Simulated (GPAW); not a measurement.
# Ta (Im-3m) in GPAW: notebook

One crystal, Ta, is run at these levels: PBEsol+D3(BJ), BP86, LDA, TASK; tasks: equation of state, band structure.

All numbers are computed with GPAW 26.7.0; they aren't measurements. Logs are shortened: lines on timing, memory, paths and dates and some standing lists are left out, and cuts for length are marked. The log counts tension as positive stress, the text compression.

**Measured values to compare with.**

“Pressure effects on the electronic structure and superconductivity of (TaNb)0.67(HfZrTi)0.33 high entropy alloy”, 2019, arxiv:1910.08312 quotes, for a bulk crystal of Ta: bulk modulus 194 GPa.

The results are compared with them further down.

**1. The crystal as given**

Symmetry: Im-3m, No. 229, cubic system. The conventional cell has a = 3.303 Å, b = 3.303 Å, c = 3.303 Å, α = 90.00°, β = 90.00°, γ = 90.00°. Around Ta (site symmetry m-3m) lie 8 Ta at 2.86 Å.

**2. Equation of state, PBEsol+D3(BJ)**

File run.py:

```python
from ase.calculators.mixing import SumCalculator
from ase.eos import EquationOfState
from ase.io import Trajectory, read
from ase.units import GPa
from dftd3.ase import DFTD3
from gpaw import GPAW, PW, setup_paths

setup_paths.insert(0, '.')

atoms = read('Ta.xyz')

traj = Trajectory('eos.traj', 'w')
volumes, energies = [], []
for x in [0.94, 0.96, 0.98, 1.0, 1.02, 1.04, 1.06]:
    a = atoms.copy()
    a.set_cell(atoms.cell * x**(1 / 3), scale_atoms=True)
    calc = GPAW(mode=PW(600),
                xc='PBEsol',
                kpts={'size': (11, 11, 11), 'gamma': True},
                occupations={'name': 'fermi-dirac', 'width': 0.05},
                nbands=15,
                convergence={'density': 1e-05, 'energy': 1e-05},
                maxiter=150,
                txt=f'eos-{x:.2f}.txt')
    a.calc = SumCalculator([calc, DFTD3(method='pbesol', damping='d3bj')])
    energies.append(a.get_potential_energy())
    volumes.append(a.get_volume())
    p = -a.get_stress()[:3].mean() / GPa
    calc.write(f'eos-{x:.2f}.gpw')
    traj.write(a)
    print(f'{x:.2f} {volumes[-1]:10.4f} A^3 {energies[-1]:14.6f} eV {p:9.3f} GPa', flush=True)

v0, e0, B = EquationOfState(volumes, energies, eos='birchmurnaghan').fit()
print(f'V0 = {v0:.4f} A^3, E0 = {e0:.6f} eV, B0 = {B / GPa:.2f} GPa')
```

File Ta.xyz:

```xyz
1
Lattice="-1.6512800000 1.6512800000 1.6512800000 1.6512800000 -1.6512800000 1.6512800000 1.6512800000 1.6512800000 -1.6512800000" Properties=species:S:1:pos:R:3 pbc="T T T"
Ta     0.0000000000      0.0000000000      0.0000000000
```

Potentials or basis: PAW data sets generated in the run's folder for this functional, pw.

Started as:

```console
> gpaw-setup -f PBEsol Ta
> OMP_NUM_THREADS=1 python run.py
```

What it wrote:

```text
__  _  _
 | _ |_)|_||  |
 |__||  | ||/\| - 26.7.0

Input parameters:
  mode=PW(ecut=600.0),
  convergence={'density': 1e-05, 'energy': 1e-05},
  kpts=MonkhorstPack(size=(11, 11, 11), gamma=True),
  maxiter=150,
  nbands=15,
  occupations=Occupations(name='fermi-dirac', width=0.05),
  xc=XC(name='PBEsol')

Diagonalizing LCAO Hamiltonian
Converting LCAO to pw mode

       Ta

Atoms  # Å, Bohr magnetons
|   | symbol |        x |        y |        z |    initial magnetic moments |
|---|--------|----------|----------|----------|-----------------------------|
| 0 |     Ta | 0.000000 | 0.000000 | 0.000000 | ( 0.0000,  0.0000,  0.0000) |

Unit cell  # Å
| periodic |         x |         y |         z |  lengths |     angles |
|----------|-----------|-----------|-----------|----------|------------|
|      yes | -1.617571 |  1.617571 |  1.617571 | 2.801715 | 109.471221 |
|      yes |  1.617571 | -1.617571 |  1.617571 | 2.801715 | 109.471221 |
|      yes |  1.617571 |  1.617571 | -1.617571 | 2.801715 | 109.471221 |

Number of symmetries: 48
Symmetry operations  # r_c * U_cc + t_c -> r_c
|    | kind |            matrix            |
|----|------|------------------------------|
|  0 |  σ   |  1, 1, 1,  0, 0,-1,  0,-1, 0 |
|  1 |  C4  |  1, 1, 1,  0, 0,-1, -1, 0, 0 |
|  2 |  C2  |  1, 1, 1,  0,-1, 0,  0, 0,-1 |
|  3 |  S6  |  1, 1, 1,  0,-1, 0, -1, 0, 0 |
|  4 |  S6  |  1, 1, 1, -1, 0, 0,  0, 0,-1 |
|  5 |  C4  |  1, 1, 1, -1, 0, 0,  0,-1, 0 |
|  6 |  E   |  1, 0, 0,  0, 1, 0,  0, 0, 1 |
|  7 |  σ   |  1, 0, 0,  0, 1, 0, -1,-1,-1 |
|  8 |  σ   |  1, 0, 0,  0, 0, 1,  0, 1, 0 |
|  9 |  C3  |  1, 0, 0,  0, 0, 1, -1,-1,-1 |
| 10 |  C3  |  1, 0, 0, -1,-1,-1,  0, 1, 0 |
| 11 |  σ   |  1, 0, 0, -1,-1,-1,  0, 0, 1 |
| 12 |  σ   |  0, 1, 0,  1, 0, 0,  0, 0, 1 |
| 13 |  C2  |  0, 1, 0,  1, 0, 0, -1,-1,-1 |
| 14 |  C3  |  0, 1, 0,  0, 0, 1,  1, 0, 0 |
| 15 |  S4  |  0, 1, 0,  0, 0, 1, -1,-1,-1 |
| 16 |  S4  |  0, 1, 0, -1,-1,-1,  1, 0, 0 |
| 17 |  C3  |  0, 1, 0, -1,-1,-1,  0, 0, 1 |
| 18 |  C3  |  0, 0, 1,  1, 0, 0,  0, 1, 0 |
| 19 |  S4  |  0, 0, 1,  1, 0, 0, -1,-1,-1 |
| 20 |  σ   |  0, 0, 1,  0, 1, 0,  1, 0, 0 |
| 21 |  C3  |  0, 0, 1,  0, 1, 0, -1,-1,-1 |
| 22 |  C2  |  0, 0, 1, -1,-1,-1,  1, 0, 0 |
| 23 |  S4  |  0, 0, 1, -1,-1,-1,  0, 1, 0 |
| 24 |  C4  |  0, 0,-1,  1, 1, 1,  0,-1, 0 |
| 25 |  σ   |  0, 0,-1,  1, 1, 1, -1, 0, 0 |
| 26 |  S6  |  0, 0,-1,  0,-1, 0,  1, 1, 1 |
| 27 |  C2  |  0, 0,-1,  0,-1, 0, -1, 0, 0 |
| 28 |  C4  |  0, 0,-1, -1, 0, 0,  1, 1, 1 |
| 29 |  S6  |  0, 0,-1, -1, 0, 0,  0,-1, 0 |
| 30 |  S6  |  0,-1, 0,  1, 1, 1,  0, 0,-1 |
| 31 |  C4  |  0,-1, 0,  1, 1, 1, -1, 0, 0 |
| 32 |  C4  |  0,-1, 0,  0, 0,-1,  1, 1, 1 |
| 33 |  S6  |  0,-1, 0,  0, 0,-1, -1, 0, 0 |
| 34 |  σ   |  0,-1, 0, -1, 0, 0,  1, 1, 1 |
| 35 |  C2  |  0,-1, 0, -1, 0, 0,  0, 0,-1 |
| 36 |  C2  | -1, 0, 0,  1, 1, 1,  0, 0,-1 |
| 37 |  S6  | -1, 0, 0,  1, 1, 1,  0,-1, 0 |
| 38 |  S6  | -1, 0, 0,  0, 0,-1,  1, 1, 1 |
| 39 |  C2  | -1, 0, 0,  0, 0,-1,  0,-1, 0 |
| 40 |  C2  | -1, 0, 0,  0,-1, 0,  1, 1, 1 |
| 41 |  i   | -1, 0, 0,  0,-1, 0,  0, 0,-1 |
| 42 |  S4  | -1,-1,-1,  1, 0, 0,  0, 1, 0 |
| 43 |  C3  | -1,-1,-1,  1, 0, 0,  0, 0, 1 |
| 44 |  C3  | -1,-1,-1,  0, 1, 0,  1, 0, 0 |
| 45 |  σ   | -1,-1,-1,  0, 1, 0,  0, 0, 1 |
| 46 |  S4  | -1,-1,-1,  0, 0, 1,  1, 0, 0 |
| 47 |  C2  | -1,-1,-1,  0, 0, 1,  0, 1, 0 |

BZ-sampling:
  Number of BZ points: 1331
  Number of IBZ points: 56

  Monkhorst-Pack size: [11, 11, 11]
  Monkhorst-Pack shift: [0, 0, 0]

K-points  # in reciprocal-cell coordinates
|     |                                coordinates |     weight |
|-----|--------------------------------------------|------------|
|   0 | (  0.00000000,   0.00000000,   0.00000000) | 0.00075131 |
|   1 | (  0.09090909,   0.00000000,   0.00000000) | 0.00901578 |
|   2 | (  0.09090909,   0.09090909,  -0.09090909) | 0.00450789 |
|   3 | (  0.18181818,   0.00000000,  -0.09090909) | 0.01803156 |
|   4 | (  0.18181818,   0.00000000,   0.00000000) | 0.00901578 |
|   5 | (  0.18181818,   0.09090909,  -0.09090909) | 0.01803156 |
|   6 | (  0.18181818,   0.18181818,  -0.18181818) | 0.00450789 |
|   7 | (  0.27272727,  -0.09090909,  -0.09090909) | 0.00601052 |
|   8 | (  0.27272727,   0.00000000,  -0.09090909) | 0.03606311 |
|   9 | (  0.27272727,   0.00000000,   0.00000000) | 0.00901578 |
| ... |                                            |            |
|  55 | (  0.45454545,   0.45454545,   0.45454545) | 0.00601052 |

Plane wave coefficients: 577
Cutoff: 600.0 eV

Spin-components: 1 (collinear spins)
Bands:           15
Projectors:      6
Spin-degeneracy: 2
Datatype:        complex128

Parallelization:
  kpt:    1
  domain: 1
  band:   1

Density:
  Valence electrons: 13.0
  Components: 1
  Grid points: [16 16 16]
  Charge: 0.0  # |e|

Potential:
  Grid points: [16 16 16]

species:
  Ta:
    name:    Tantalum
    Z:       73.0
    valence: 13
    core:    60
    charge:  0.0  # [|e|]
    compensation charges:
      type: gauss
      rc: 0.42  # [Å]
      lmax: 2
    cutoffs:
      filter: 2.36  # [Å]
      core: 3.45  # [Å]
    projectors
    | kind |    occ | energy [eV] | rcut [Å] |
    |------|--------|-------------|----------|
    |   5s |  2.000 |     -72.818 |    1.365 |
    |   6s |  2.000 |      -5.457 |    1.365 |
    |   5p |  6.000 |     -39.444 |    1.349 |
    |   6p |  0.000 |      -1.369 |    1.349 |
    |   5d |  3.000 |      -3.632 |    1.307 |
    |    d |        |      23.579 |    1.307 |

    Using partial waves for Ta as LCAO basis

Reference energy: -424046.140309  # eV

eigensolver:
  PPCG
  Converge bands: occupied
  niter=2

density mixing:
  MSR1-Mixer
  Pratt-step length: 0.05
  Maximum mixing coefficient: 0.75
  Old densities: 10
  SVD Regularization: 0.005
  Good broyden scale: 1.0
  Trust region scale: 1.0
  Backstep threshold: 4.0
  History deletion threshold: 6.0
  Fourier metric: weight=20.0, sigma=0.015

occupation numbers:
  Fermi-Dirac:
    width: 0.0500  # eV

poisson solver:
  ecut: 4800.0  # eV

xc functional:
  name: PBEsol with 2 nearest neighbor stencil

convergence criteria:
[... 6 lines left out ...]
|iter     | |      energy | eigst |  dens |
|---------|-|-------------|-------|-------|
|iter:   1| |  -10.709584 | -0.07 |       |
|iter:   2| |  -10.686998 | -3.20 | -1.32 |
|iter:   3| |  -10.576417 | -2.12 | -1.36 |
|iter:   4| |  -10.580646 | -3.57 | -2.04 |
|iter:   5| |  -10.582119 | -4.68 | -2.43 |
|iter:   6| |  -10.582121 | -7.07 | -3.98 |
|iter:   7| |  -10.582122c| -8.14c| -4.28 |
|iter:   8| |  -10.582122c| -9.81c| -5.37c|

Converged in 8 steps
Energy contributions relative to reference atoms: (reference = -424046.140309)

Energy contributions:
  Kinetic:          12.849437
  Coulomb:         -12.192635
  Zero:             -0.271150
  External:          0.000000
  Xc:              -10.964727
  Entropy:          -0.006093
  Spinorbit:         0.000000
  ----------------------------
  Free energy:     -10.585169
  Extrapolated:    -10.582122

dipole moment: (-5.814050, -5.814050, -5.814050)  # |e|*Ang

Fermi level: 12.545
Eigenvalues  # (at kpt = [0.000, 0.000, 0.000])
| band index |      eig [eV] | occ [0-2] |
|------------|---------------|-----------|
|          0 |       -54.223 |     2.000 |
|          1 |       -20.275 |     2.000 |
|          2 |       -20.275 |     2.000 |
|          3 |       -20.275 |     2.000 |
|          4 |         4.455 |     2.000 |
|          5 |        13.270 |     0.000 |
|          6 |        13.270 |     0.000 |
|          7 |        13.270 |     0.000 |
|          8 |        16.729 |     0.000 |
|          9 |        16.729 |     0.000 |
|         10 |        27.715 |     0.000 |
|         11 |        27.715 |     0.000 |
|         12 |        27.715 |     0.000 |
|        ... |               |           |
|         14 |        39.616 |     0.000 |

No gap
No difference between direct/indirect transitions

Stress tensor  # eV/Ang^3
|         x |         y |         z |
|-----------|-----------|-----------|
| -0.060970 | -0.000000 |  0.000000 |
| -0.000000 | -0.060970 | -0.000000 |
|  0.000000 | -0.000000 | -0.060970 |

# Writing to eos-0.94.gpw (mode='')
```

Wall time 76 s (1 thread of Arm Neoverse V1, shared host); peak memory 0.19 GiB.

What came out:

| Quantity | Value |
| --- | --- |
| Equilibrium volume | 17.11 Å³/atom |
| Bulk modulus | 229 GPa |
| Pressure derivative of the bulk modulus | 4.4 |

Energy against volume, from the lowest point:
```
volume (Å³/atom)  energy (meV/atom)
          16.930               0.00
          17.290               0.05
          17.650              10.36
          18.010              29.81
          18.371              57.34
          18.731              92.15
          19.091             133.50
```

**3. Equation of state, BP86**

run.py, as its differences from that of step 2:

```diff
@@ -1,6 +1,5 @@
-from ase.calculators.mixing import SumCalculator
+from ase import Atoms
 from ase.eos import EquationOfState
-from ase.io import Trajectory, read
+from ase.io import Trajectory
 from ase.units import GPa
-from dftd3.ase import DFTD3
 from gpaw import GPAW, PW, setup_paths
@@ -9,3 +8,8 @@
 
-atoms = read('Ta.xyz')
+atoms = Atoms(['Ta'],
+              cell=[[-1.65128, 1.65128, 1.65128],
+                    [1.65128, -1.65128, 1.65128],
+                    [1.65128, 1.65128, -1.65128]],
+              scaled_positions=[[0.0, 0.0, 0.0]],
+              pbc=True)
 
@@ -17,3 +21,3 @@
     calc = GPAW(mode=PW(600),
-                xc='PBEsol',
+                xc='GGA_X_B88+GGA_C_P86',
                 kpts={'size': (11, 11, 11), 'gamma': True},
@@ -24,4 +28,4 @@
                 txt=f'eos-{x:.2f}.txt')
-    a.calc = SumCalculator([calc, DFTD3(method='pbesol', damping='d3bj')])
-    energies.append(a.get_potential_energy())
+    a.calc = calc
+    energies.append(a.get_potential_energy(force_consistent=True))
     volumes.append(a.get_volume())
```

Potentials or basis: PAW data sets generated in the run's folder for this functional, pw.

Started as:

```console
> gpaw-setup -f GGA_X_B88+GGA_C_P86 Ta
> OMP_NUM_THREADS=1 python run.py
```

What it wrote:

```text
__  _  _
 | _ |_)|_||  |
 |__||  | ||/\| - 26.7.0

Input parameters:
  mode=PW(ecut=600.0),
  convergence={'density': 1e-05, 'energy': 1e-05},
  kpts=MonkhorstPack(size=(11, 11, 11), gamma=True),
  maxiter=150,
  nbands=15,
  occupations=Occupations(name='fermi-dirac', width=0.05),
  xc=XC(name='GGA_X_B88+GGA_C_P86')

Diagonalizing LCAO Hamiltonian
Converting LCAO to pw mode

       Ta

Atoms  # Å, Bohr magnetons
|   | symbol |        x |        y |        z |    initial magnetic moments |
|---|--------|----------|----------|----------|-----------------------------|
| 0 |     Ta | 0.000000 | 0.000000 | 0.000000 | ( 0.0000,  0.0000,  0.0000) |

Unit cell  # Å
| periodic |         x |         y |         z |  lengths |     angles |
|----------|-----------|-----------|-----------|----------|------------|
|      yes | -1.617571 |  1.617571 |  1.617571 | 2.801715 | 109.471221 |
|      yes |  1.617571 | -1.617571 |  1.617571 | 2.801715 | 109.471221 |
|      yes |  1.617571 |  1.617571 | -1.617571 | 2.801715 | 109.471221 |

Number of symmetries: 48
[... 172 lines left out ...]
Energy contributions relative to reference atoms: (reference = -424225.640684)

Energy contributions:
  Kinetic:          16.304306
  Coulomb:         -15.348476
  Zero:             -0.273437
  External:          0.000000
  Xc:              -10.127850
  Entropy:          -0.006777
  Spinorbit:         0.000000
  ----------------------------
  Free energy:      -9.452235
  Extrapolated:     -9.448847

dipole moment: (-5.809339, -5.809339, -5.809339)  # |e|*Ang

Fermi level: 12.647
Eigenvalues  # (at kpt = [0.000, 0.000, 0.000])
| band index |      eig [eV] | occ [0-2] |
|------------|---------------|-----------|
|          0 |       -54.190 |     2.000 |
|          1 |       -20.248 |     2.000 |
|          2 |       -20.248 |     2.000 |
|          3 |       -20.248 |     2.000 |
|          4 |         4.617 |     2.000 |
|          5 |        13.340 |     0.000 |
|          6 |        13.340 |     0.000 |
|          7 |        13.340 |     0.000 |
|          8 |        16.806 |     0.000 |
|          9 |        16.806 |     0.000 |
|         10 |        27.857 |     0.000 |
|         11 |        27.857 |     0.000 |
|         12 |        27.857 |     0.000 |
|        ... |               |           |
|         14 |        39.766 |     0.000 |

No gap
No difference between direct/indirect transitions

Stress tensor  # eV/Ang^3
|         x |         y |         z |
|-----------|-----------|-----------|
| -0.105654 | -0.000000 | -0.000000 |
| -0.000000 | -0.105654 |  0.000000 |
| -0.000000 |  0.000000 | -0.105654 |

# Writing to eos-0.94.gpw (mode='')
```

stdout:

```text
0.94    16.9297 A^3      -9.452235 eV    16.928 GPa
0.96    17.2899 A^3      -9.484161 eV    11.525 GPa
0.98    17.6501 A^3      -9.504704 eV     6.662 GPa
1.00    18.0104 A^3      -9.514744 eV     2.295 GPa
1.02    18.3706 A^3      -9.515465 eV    -1.623 GPa
1.04    18.7308 A^3      -9.507826 eV    -5.148 GPa
1.06    19.0910 A^3      -9.492653 eV    -8.331 GPa
V0 = 18.2194 A^3, E0 = -9.516241 eV, B0 = 197.13 GPa
```

Wall time 76 s (1 thread of Arm Neoverse V1, shared host); peak memory 0.19 GiB.

Results:

| Quantity | Value |
| --- | --- |
| Equilibrium volume | 18.22 Å³/atom |
| Bulk modulus | 197 GPa |
| Pressure derivative of the bulk modulus | 4.4 |

Energy against volume, from the lowest point:
```tsv
volume (Å³/atom)	energy (meV/atom)
16.930	63.23
17.290	31.30
17.650	10.76
18.010	0.72
18.371	0.00
18.731	7.64
19.091	22.81
```

[end of part 1 of 2]
